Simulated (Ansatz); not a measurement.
Crystal: KF (Carobbiite).

```xyz
2
Lattice="0.0000 2.6719 2.6719 2.6719 0.0000 2.6719 2.6719 2.6719 0.0000" Properties=species:S:1:pos:R:3 pbc="T T T"
K     0.0000    0.0000    0.0000
F     2.6719    2.6719    2.6719
```

Below is the output of Ansatz 0.2.0 for this cell. Logs are shortened: lines on timing, memory, paths and dates and some standing lists are left out, and cuts for length are marked.

```text
Warning: RAYON_NUM_THREADS=1 ignored (pool sized by the plan → 1); use --threads N
K: projections on atomic orbitals take those of the free atom 1s2 2s2 2p6 3s2 3p6 4s1, of charge +0.00 (hamiltonian.pseudopotentials.projection_atoms)
F: projections on atomic orbitals take those of the free atom 1s2 2s2 2p5, of charge +0.00 (hamiltonian.pseudopotentials.projection_atoms)
LAPW: plane waves up to 7.306 Å⁻¹, error target 1.0e-3 eV per atom; small_component_spin mean_spin; F in spheres of 1.328 Å, 7 of its electrons in bands, Dirac shells []; K in spheres of 1.344 Å, 17 of its electrons in bands, Dirac shells [] (how accurate: hamiltonian.pseudopotentials.lapw.basis_error, Limitations)
Engine: ansatz 0.2.0, aarch64-unknown-linux-gnu
Pseudopotentials: kind: all_electron
Pseudopotential: K, LAPW, valence charge 17, lapw/all_electron/scalar/gaussian/K, Koelling and Harmon's equation, gaussian nucleus
Pseudopotential: F, LAPW, valence charge 7, lapw/all_electron/scalar/gaussian/F, Koelling and Harmon's equation, gaussian nucleus
Functional definition: PBEsol
  exchange = pbesol_x
  correlation = pbesol_c
Crystal: 2 atoms, lattice volume = 38.148 Å³
Basis set: ecut = 203.37460806169386 eV, 259 PW (Γ), exchange–correlation at level 2
Bands: 16, of which v1, the nominal top of the filled ones, is band 12 counted from 1 (11 counted from 0)
Symmetry: 48 space group operations
Space group: Fm-3m (ITA 225), of the structure as read, at distance tolerance 3.4e-5 Å
k-points: 35 of 729
Non-local potential: K, projectors of the file, none
Non-local potential: F, projectors of the file, none
Initial density: superposition of atomic densities (chi_scale 0.1, normalization cell, long waves kept (reshape's long-wave potential 0.00 eV rms))
Initial wavefunctions: plane waves of lowest kinetic energy (no species holds an atomic orbital)
Functional: x = pbesol(κ = 0.804, μ = 0.12345679012345678), c = pbesol(β = 0.046)
iter 1 solved again at ethr=3.37e-3 eV; its pass at ethr=1.00e-1 eV (dr2=8.09e-1 eV) is discarded
SCF iter   1: F=—  HF=-19077.542989 eV  |F-HF|=—  |Δ(HF+E_count)|=         —  Δρ=3.57e-2  dr2=8.09e-1  ethr=3.37e-3  ⟨swp⟩=2.0  Hψ=3495  notcnv=0
preconditioner: auto → none  [insulator: Δε(μ)=8.491 eV  Ē_g=20.784 eV  σ=0.050 eV  W_gap=1.00  n_scr=14 (ndim 8)  ℏωp=24.0 eV  f_vac=0.000  D(μ)=0.00/eV (n_scr^D=0)  ε∞_Penn≈2.3]
iter 2 solved again at ethr=1.90e-5 eV; its pass at ethr=3.37e-3 eV (dr2=4.56e-3 eV) is discarded
SCF iter   2: F=—  HF=-19076.673635 eV  |F-HF|=—  |Δ(HF+E_count)|=   8.69e-1  Δρ=4.17e-3  dr2=4.55e-3  ethr=1.90e-5  ⟨swp⟩=2.1  Hψ=3130  notcnv=0
SCF iter   3: F=—  HF=-19076.381815 eV  |F-HF|=—  |Δ(HF+E_count)|=   2.92e-1  Δρ=9.11e-3  dr2=5.25e-2  ethr=1.90e-5  ⟨swp⟩=3.0  Hψ=2013  notcnv=0
SCF iter   4: F=—  HF=-19076.378851 eV  |F-HF|=—  |Δ(HF+E_count)|=   2.96e-3  Δρ=8.13e-4  dr2=3.41e-4  ethr=1.90e-5  ⟨swp⟩=3.0  Hψ=2150  notcnv=0
SCF iter   5: F=—  HF=-19076.377127 eV  |F-HF|=—  |Δ(HF+E_count)|=   1.72e-3  Δρ=1.82e-4  dr2=1.52e-5  ethr=1.42e-6  ⟨swp⟩=3.0  Hψ=1819  notcnv=0
SCF iter   6: F=—  HF=-19076.377136 eV  |F-HF|=—  |Δ(HF+E_count)|=   9.01e-6  Δρ=1.09e-4  dr2=7.39e-6  ethr=6.31e-8  ⟨swp⟩=3.0  Hψ=1924  notcnv=0
SCF iter   7: F=—  HF=-19076.377164 eV  |F-HF|=—  |Δ(HF+E_count)|=   2.82e-5  Δρ=2.34e-5  dr2=3.35e-7  ethr=3.08e-8  ⟨swp⟩=2.7  Hψ=1738  notcnv=0
SCF iter   8: F=-19076.377164 eV  HF=-19076.377164 eV  |F-HF|=1.78e-8  |Δ(HF+E_count)|=   2.71e-8  Δρ=3.40e-6  dr2=7.18e-9  ethr=1.40e-9  ⟨swp⟩=3.0  Hψ=1778  notcnv=0
SCF 1 converged in 8 iterations: F = -19076.377164 eV  dr2 = 7.18e-9
SCF converged after 8 iterations
Free energy (F): -19076.377164 eV
Harris-Foulkes:  -19076.377164 eV  (|F-HF|=1.78e-8)
Internal energy: -19076.377164 eV  (E = F + TS)
E sigma→0 (E₀):  -19076.377164 eV
Fermi energy:    4.847968 eV
--- Per-component energies (eV) ---
  E_band       = -2414.802793
  E_kinetic    = 19182.498006
  E_xc         = -1164.244889
  E_electrostatic = -37094.630281  (all electrons and nuclei)
  E_smearing   = -0.000000  (= −TS)
  E_closure    = 0.000000  (closes the sum)
  E_atoms      = -19067.881260  (free atoms, spherical and without spin; not in F)
  Σ components = -19076.377164   (vs F -19076.377164, Δ=0.00e0)
  Basis errors (estimates in eV, not in F): energy 2.8e-4 per atom: plane waves 2.6e-4 (1.4e-4 summed), levels above the bands 4.8e-81, relativity 1.9e-8, radial functions 1.9e-5, core shells 7.7e-11; eigenvalues (radial functions only) 2.2e-5; not estimated: angular momenta, meshes, grids; target (lapw.basis_error) 1.0e-3; muffin-tin radii F 1.328 Å, K 1.344 Å
--- Forces (eV/Å), atoms counted from 1 ---
  atom   1  K     -0.00000000     0.00000000     0.00000000
  atom   2  F      0.00000000    -0.00000000    -0.00000000
  max |Σ_I F_I| component: 9.86e-32 eV/Å
--- Stress (GPa, compression-positive) ---
       -0.660423       0.000000      -0.000000
        0.000000      -0.660423       0.000000
       -0.000000       0.000000      -0.660423
  P = ⅓ Tr σ = -0.6604 GPa (-6.604 kbar)
--- Band table (eV; the first three rows and the last of 35) ---
  k-point 0: bands = ["-341.5813", "-268.6069", "-268.6069", "-268.6069", "-24.2432", "-16.8155", "-7.5558", "-7.5558", "-7.5558", "1.7112", "1.7112", "1.7112", "7.7526", "12.3440", "12.3440", "12.3440"]
  k-point 1: bands = ["-341.5813", "-268.6069", "-268.6069", "-268.6069", "-24.2319", "-16.8260", "-7.5893", "-7.5602", "-7.5602", "1.5952", "1.6680", "1.6680", "8.1007", "12.1298", "12.5102", "12.5102"]
  k-point 2: bands = ["-341.5813", "-268.6069", "-268.6069", "-268.6069", "-24.2030", "-16.8528", "-7.6733", "-7.5713", "-7.5713", "1.3333", "1.5606", "1.5606", "9.0013", "11.7809", "12.9416", "12.9416"]
  k-point 34: bands = ["-341.5813", "-268.6069", "-268.6069", "-268.6069", "-24.1225", "-16.8615", "-7.9630", "-7.9150", "-7.6466", "1.2931", "1.5078", "1.5619", "11.0987", "11.5698", "12.8808", "15.0572"]
--- Löwdin populations: 2 sites ---
  site symbol       q [e]
     0      K     18.1536
     1      F      9.7683
  spilling = 0.002789 (of n_electrons = 28.000000)
```

What input gives this log?

Single point with PBEsol, no spin polarisation. The files as run (others can give the same):

input.yaml
```yaml
crystal:
  lattice:
    - [0.0, 2.67185, 2.67185]
    - [2.67185, 0.0, 2.67185]
    - [2.67185, 2.67185, 0.0]
  atoms:
    - { symbol: K, position: [0.0, 0.0, 0.0] }
    - { symbol: F, position: [0.5, 0.5, 0.5] }
kpoints:
  mp_grid: { grid: [9, 9, 9] }
scf:
  occupations: { method: fermi_dirac, width: 0.05 }
hamiltonian:
  xc: pbesol
  pseudopotentials: { kind: all_electron, lapw: { basis_error: 0.001 } }
output:
  forces: true
  stress: true
  eigenvalues: true
  populations: true
```

Potentials or basis: all-electron LAPW, scalar-relativistic.
Command:
```sh
$ ansatz run input.yaml --threads 1 --pin off --max-ram 3072MiB --backend cpu --events-out ev --progress --plain --runs-dir out
```

Caveat: an odd mesh through Γ misses points on the zone boundary, where band edges often lie.
